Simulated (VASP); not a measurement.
# SnSe (Fm-3m) in VASP: further runs

The runs below take SnSe through relaxation of cell and atoms, with r2SCAN, PBEsol.

Program: VASP 6.6.1. These are calculated values, not measurements. Logs are shortened: lines on timing, memory, paths and dates and some standing lists are left out, and cuts for length are marked.

## (1) The structure

It takes space group Fm-3m (No. 225, cubic). Conventional cell: a = 6.020 Å, b = 6.020 Å, c = 6.020 Å, α = 90.00°, β = 90.00°, γ = 90.00°. Sn (site symmetry m-3m) has 6 Se at 3.01 Å as nearest neighbours. Se (site symmetry m-3m) is surrounded by 6 Sn at 3.01 Å.

Measurements of this composition are mostly on another form, of space group No. 62.

## (2) Relaxation of cell and atoms, r2SCAN

The input, INCAR:

```
PREC = Accurate
ENCUT = 600
EDIFF = 1E-7
ISMEAR = 0
SIGMA = 0.03
LREAL = False
LASPH = True
NELM = 80
ALGO = Normal
ISIF = 3
LWAVE = False
LCHARG = False
METAGGA = R2SCAN
LMIXTAU = True
IBRION = 2
NSW = 90
EDIFFG = -0.005
```

The input, KPOINTS:

```
regular mesh
0
Gamma
  10 10 10
```

The input, POSCAR:

```
SnSe                                    
1.0
    0.0000000000      3.0100000000      3.0100000000
    3.0100000000      0.0000000000      3.0100000000
    3.0100000000      3.0100000000      0.0000000000
  Sn              Se            
     1     1
Direct
     0.0000000000000000    0.0000000000000000    0.0000000000000000
     0.5000000000000000    0.5000000000000000    0.5000000000000000
```

Potentials or basis: VASP PAW PBE potentials, release 64 (Sn_d, Se).

The run is started by

```console
cat potpaw_PBE.64/Sn_d/POTCAR potpaw_PBE.64/Se/POTCAR > POTCAR
mpirun -np 1 vasp_std > vasp.out
```

OUTCAR:

```text
PREC = Accurate
   ENCUT = 600
   EDIFF = 1E-7
   ISMEAR = 0
   LREAL = False
   LASPH = True
   NELM = 80
   ISIF = 3
   METAGGA = R2SCAN
   IBRION = 2
   NSW = 90
   EDIFFG = -0.005

 ion  position               nearest neighbor table
   1  0.000  0.000  0.000-   2 3.01   2 3.01   2 3.01   2 3.01   2 3.01   2 3.01
   2  0.500  0.500  0.500-   1 3.01   1 3.01   1 3.01   1 3.01   1 3.01   1 3.01

  LATTYP: Found a face centered cubic cell.
 ALAT       =     6.0200000000

  Lattice vectors:

 A1 = (   0.0000000000,   3.0100000000,   3.0100000000)
 A2 = (   3.0100000000,   0.0000000000,   3.0100000000)
 A3 = (   3.0100000000,   3.0100000000,   0.0000000000)

Analysis of symmetry for initial positions (statically):
=====================================================================
 Subroutine PRICEL returns:
 Original cell was already a primitive cell.

 Routine SETGRP: Setting up the symmetry group for a
 face centered cubic supercell.

 Subroutine GETGRP returns: Found 48 space group operations
 (whereof 48 operations were pure point group operations)
 out of a pool of 48 trial point group operations.

The static configuration has the point symmetry O_h .

Analysis of symmetry for dynamics (positions and initial velocities):
=====================================================================
 Subroutine PRICEL returns:
 Original cell was already a primitive cell.

 Routine SETGRP: Setting up the symmetry group for a
 face centered cubic supercell.

 Subroutine GETGRP returns: Found 48 space group operations
 (whereof 48 operations were pure point group operations)
 out of a pool of 48 trial point group operations.

The dynamic configuration has the point symmetry O_h .

 Subroutine INISYM returns: Found 48 space group operations
 (whereof 48 operations are pure point group operations),
 and found     1 'primitive' translations

----------------------------------------------------------------------------------------

                                     Primitive cell

  volume of cell :      54.5418

  direct lattice vectors                    reciprocal lattice vectors
     0.000000000  3.010000000  3.010000000    -0.166112957  0.166112957  0.166112957
     3.010000000  0.000000000  3.010000000     0.166112957 -0.166112957  0.166112957
     3.010000000  3.010000000  0.000000000     0.166112957  0.166112957 -0.166112957

  length of vectors
     4.256782823  4.256782823  4.256782823     0.287716081  0.287716081  0.287716081

  position of ions in fractional coordinates (direct lattice)
     0.000000000  0.000000000  0.000000000
     0.500000000  0.500000000  0.500000000
[... 93 lines left out ...]
   EFERMI_NEDOS =   21; number of points for ismear=-14 and -15
   IALGO  =     38    algorithm
   IMIX   =      4    mixing-type and parameters
     AMIX     =   0.40;   BMIX     =  1.00
     AMIX_MAG =   1.60;   BMIX_MAG =  1.00
  volume/ion in A,a.u.               =      27.27       184.03
  Fermi-wavevector in a.u.,A,eV,Ry     =   1.171768  2.214321 18.681350  1.373040
  Thomas-Fermi vector in A             =   2.308207
   LORBIT       =      0    0 simple, 1 ext, 2 COOP (PROOUT), +10 PAW based schemes
   METAGGA = R2SCAN    functional components
   LHFCALC =     F    Hartree Fock is set to
   AEXX    =    0.0000 exact exchange contribution
   IVDW    =     0    specifies the selected vdW correction
   LEPSILON=     F    determine dielectric tensor
   LRPA    =     F    only Hartree local field effects (RPA)
 conjugate gradient relaxation of ions
 non-spin polarized calculation
 Gauss-broadening in eV      SIGMA  =   0.03
  energy-cutoff  :      600.00
  volume of cell :       54.54
 maximum number of plane-waves:      1849
 NGX is ok and might be reduce to    36
   NGX = 17   NGY = 17   NGZ = 17

 number of electron      19.9999999 magnetization

 Free energy of the ion-electron system (eV)
  ---------------------------------------------------
  ext. energy  EPLUGINS =         0.00000000
  ---------------------------------------------------
  free energy    TOTEN  =       -39.87643347 eV

  energy without entropy =      -39.87643347  energy(sigma->0) =      -39.87643347

 E-fermi :   5.8998     XC(G=0): -10.1876

 val. band max:        5.7112658862   @ k =   0.5000   0.0000   0.0000
 cond. band min:       6.1659371697   @ k =   0.5000   0.0000   0.0000
 fundamental gap:      0.4546712835
 Fermi energy:         5.8997509294

 k-point     1 :       0.0000    0.0000    0.0000
  band No.  band energies     occupation
      1     -16.8387      2.00000
      2     -16.8387      2.00000
      3     -16.8367      2.00000
      4     -16.8367      2.00000
      5     -16.8367      2.00000
      6      -9.0116      2.00000
      7       0.4548      2.00000
      8       3.0728      2.00000
      9       3.0728      2.00000
     10       3.0728      2.00000
     11      10.0670      0.00000
     12      10.0670      0.00000
     13      10.0670      0.00000
     14      11.7514      0.00000
[... 377 lines left out ...]
      1     -16.8618      2.00000
      2     -16.8408      2.00000
      3     -16.8339      2.00000
      4     -16.8231      2.00000
      5     -16.8223      2.00000
      6      -8.0341      2.00000
      7      -1.4787      2.00000
      8       1.5349      2.00000
      9       1.9469      2.00000
     10       2.3860      2.00000
     11       9.2292      0.00000
     12       9.6543      0.00000
     13      10.2715      0.00000
     14      10.6889      0.00000

 [... further k-points ...]

------------------------ aborting loop because EDIFF is reached ----------------------------------------

  FORCE on cell =-STRESS in cart. coord.  units (eV):
  Direction    XX          YY          ZZ          XY          YZ          ZX
  --------------------------------------------------------------------------------------
  -------------------------------------------------------------------------------------
  Total       -0.0039575     -0.0039575     -0.0039575      0.0000000     -0.0000000      0.0000000
  in kB       -0.1162536     -0.1162536     -0.1162536      0.0000000     -0.0000000      0.0000000
  external PRESSURE =      -0.1162536 kB  Pullay stress =       0.0000000 kB

 VOLUME and BASIS-vectors are now :
 -----------------------------------------------------------------------------
  energy-cutoff  :      600.00
  volume of cell :       54.54
      direct lattice vectors                 reciprocal lattice vectors
     0.000000000  3.010000000  3.010000000    -0.166112957  0.166112957  0.166112957
     3.010000000  0.000000000  3.010000000     0.166112957 -0.166112957  0.166112957
     3.010000000  3.010000000  0.000000000     0.166112957  0.166112957 -0.166112957

 POSITION                                       TOTAL-FORCE (eV/Angst)
 -----------------------------------------------------------------------------------
      0.00000      0.00000      0.00000         0.000000      0.000000      0.000000
      3.01000      3.01000      3.01000         0.000000      0.000000     -0.000000
 -----------------------------------------------------------------------------------
    total drift:                               -0.000000      0.000000      0.000000

  FREE ENERGIE OF THE ION-ELECTRON SYSTEM (eV)
  ---------------------------------------------------
  free  energy   TOTEN  =       -39.8764334684 eV

  energy  without entropy=      -39.8764334684  energy(sigma->0) =      -39.87643347

 reached required accuracy - stopping structural energy minimisation
```

OSZICAR:

```text
N       E                     dE             d eps       ncg     rms          rms(c)
DAV:   1     0.107001321829E+03    0.10700E+03   -0.11045E+04  1322   0.197E+03
DAV:   2    -0.299667612890E+02   -0.13697E+03   -0.13411E+03  1402   0.427E+02
DAV:   3    -0.430010993464E+02   -0.13034E+02   -0.12901E+02  1706   0.112E+02
[... 11 lines left out ...]
DAV:  15    -0.398764300356E+02   -0.42955E-04   -0.74085E-05  1496   0.105E-01    0.289E-03
DAV:  16    -0.398764317906E+02   -0.17549E-05   -0.73312E-06  1352   0.363E-02    0.219E-03
DAV:  17    -0.398764322963E+02   -0.50572E-06   -0.47965E-07  1532   0.846E-03    0.270E-03
DAV:  18    -0.398764327447E+02   -0.44840E-06   -0.34312E-07  1400   0.759E-03    0.110E-03
DAV:  19    -0.398764334227E+02   -0.67805E-06   -0.97664E-07  1346   0.112E-02    0.413E-04
DAV:  20    -0.398764334684E+02   -0.45651E-07   -0.36817E-08   700   0.198E-03
   1 F= -.39876433E+02 E0= -.39876433E+02  d E =-.398764E+02
```

Wall time 99 s (1 thread of Intel Xeon 6975P-C (Granite Rapids), shared host); peak memory 0.24 GiB.

Results:

```
Free energy             : -39.8764 eV
Pressure after relaxing : 0.0 GPa
Band gap on the k mesh  : 0.45 eV, direct
```

Final structure:
```
CELL_PARAMETERS angstrom
0.00000 3.01000 3.01000
3.01000 0.00000 3.01000
3.01000 3.01000 0.00000
ATOMIC_POSITIONS crystal
Sn 0.00000 0.00000 0.00000
Se 0.50000 0.50000 0.50000
```

Caveat: the relaxation stopped at its first step, so nothing moved; the PAW data sets were made with another functional, which shifts forces and pressure a little; spin-orbit coupling is left out, which moves the levels of the heavy elements.

## (3) Relaxation of cell and atoms, PBEsol

The input, INCAR:

```
SYSTEM = SnSe
  ALGO = Normal
  EDIFF = 1E-6
  EDIFFG = -0.01
  ENCUT = 600
  GGA = PS
  IBRION = 2
  ISIF = 3
  ISMEAR = 0
  KPAR = 4
  LASPH = .TRUE.
  LCHARG = .FALSE.
  LREAL = .FALSE.
  LWAVE = .FALSE.
  NELM = 80
  NSW = 90
  PREC = Accurate
  SIGMA = 0.03
```

The input, KPOINTS:

```
k-points
0
G
  10 10 10
  0 0 0
```

The input, POSCAR:

```
SnSe
1.0
    0.0000000000      3.0100000000      3.0100000000
    3.0100000000      0.0000000000      3.0100000000
    3.0100000000      3.0100000000      0.0000000000
Sn Se
1 1
Direct
    0.0000000000      0.0000000000      0.0000000000
    0.5000000000      0.5000000000      0.5000000000
```

Potentials or basis: VASP PAW PBE potentials, release 64 (Sn_d, Se).

The run is started by

```console
cat potpaw_PBE.64/Sn_d/POTCAR potpaw_PBE.64/Se/POTCAR > POTCAR
mpirun -np 4 vasp_std > vasp.out
```

Wall time 23 s (4 MPI ranks of Intel Xeon 6975P-C (Granite Rapids), shared host); peak memory 0.24 GiB.

Results (log left out):

| Property | Result |
| --- | --- |
| Free energy | -8.9782 eV |
| Relaxed volume | 26.35 Å³/atom |
| Relaxed cell | a = 4.208 Å, b = 4.208 Å, c = 4.208 Å, α = 60.00°, β = 60.00°, γ = 60.00° |
| Space group after relaxing (to 0.05 Å) | Fm-3m (No. 225) |
| Energy gained by relaxing | 5.3 meV/atom |
| Ionic steps | 3 |
| Pressure after relaxing | 0.0 GPa |
| Band gap on the k mesh | 0.48 eV, indirect (least direct gap 0.58 eV) |

The path:
| step | energy change (eV) | largest force (eV/Å) | pressure (GPa) | volume (Å³) |
| --- | --- | --- | --- | --- |
| 1 | 0.0000 | 0.0000 | -1.79 | 54.54 |
| 2 | -0.0096 | 0.0000 | 0.58 | 52.17 |
| 3 | -0.0105 | 0.0000 | 0.01 | 52.71 |

Final structure:
```xyz
2
Lattice="0.0000 2.9758 2.9758 2.9758 0.0000 2.9758 2.9758 2.9758 0.0000" Properties=species:S:1:pos:R:3 pbc="T T T"
Sn    0.0000    0.0000    0.0000
Se    2.9758    2.9758    2.9758
```

Levels at points of the mesh, in eV from the valence-band top:
| k point | band 6 | band 7 | band 8 | band 9 | band 10 | band 11 | band 12 | band 13 | band 14 |
| --- | --- | --- | --- | --- | --- | --- | --- | --- | --- |
| (0.00, 0.00, 0.00) | -14.08 | -4.96 | -2.24 | -2.24 | -2.24 | 4.45 | 4.45 | 4.45 | 5.80 |
| (0.50, 0.00, 0.00) | -13.06 | -8.22 | -1.99 | -1.99 | -0.07 | 0.73 | 1.23 | 1.23 | 8.26 |
| (0.50, 0.50, 0.00) | -12.74 | -6.01 | -5.71 | -3.77 | -3.77 | 2.84 | 5.55 | 5.55 | 6.19 |

Caveat: the PAW data sets were made with another functional, which shifts forces and pressure a little; spin-orbit coupling is left out, which moves the levels of the heavy elements. A k mesh can miss the band edges.
